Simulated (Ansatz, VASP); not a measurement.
**C: VASP beside Ansatz**

```
CELL_PARAMETERS angstrom
0.00000 1.78337 1.78337
1.78337 0.00000 1.78337
1.78337 1.78337 0.00000
ATOMIC_POSITIONS crystal
C 0.75000 0.75000 0.75000
C 0.50000 0.50000 0.50000
```

This isn't the form of C at room conditions, which is graphite.

Alike in both runs: task relaxation of cell and atoms; functional HSEsol; k mesh 7 × 7 × 7; occupations fermi-dirac, width 0.05 eV; no spin polarisation.

|  | VASP | Ansatz |
| --- | --- | --- |
| version | VASP 6.6.1 | Ansatz 0.2.0 |
| potentials or method | VASP PAW PBE potentials, release 64 (C) | Ansatz PAW |
| plane-wave cutoff (eV) | 600 | 420 |
| valence electrons in the cell | 8 | 8 |

```tsv
	VASP	Ansatz	Ansatz less VASP
gap on the k mesh at the Fermi level, each at its own relaxed structure (eV)	5.41	5.40	-0.013
relaxed volume (Å³/atom)	5.52	5.52	-0.006
relaxed cell length with the largest relative difference (Å)	2.500	2.499	-0.0009
energy change over the relaxation (meV/atom)	-6	-6	-0.4
```

Caveats: the k mesh is coarse (spacing up to 0.44 Å⁻¹), so the values aren't converged, least of all with exact exchange; the PAW data sets were made with another functional, which shifts forces and pressure a little (VASP); an odd mesh through Γ misses points on the zone boundary, where band edges often lie (VASP); odd divisions of the mesh miss points on the zone boundary, where band edges often lie, so the gap on the mesh can be too wide (Ansatz); the plane-wave basis is chosen anew once the cell has moved, so the energies of steps on either side of that aren't comparable (Ansatz); the pressure holds a Pulay correction of +0.8 GPa for the finite cutoff (Ansatz); the PAW data sets come from PBE, with cores solved anew for the run's functional, which leaves a small shift of forces and pressure (Ansatz).
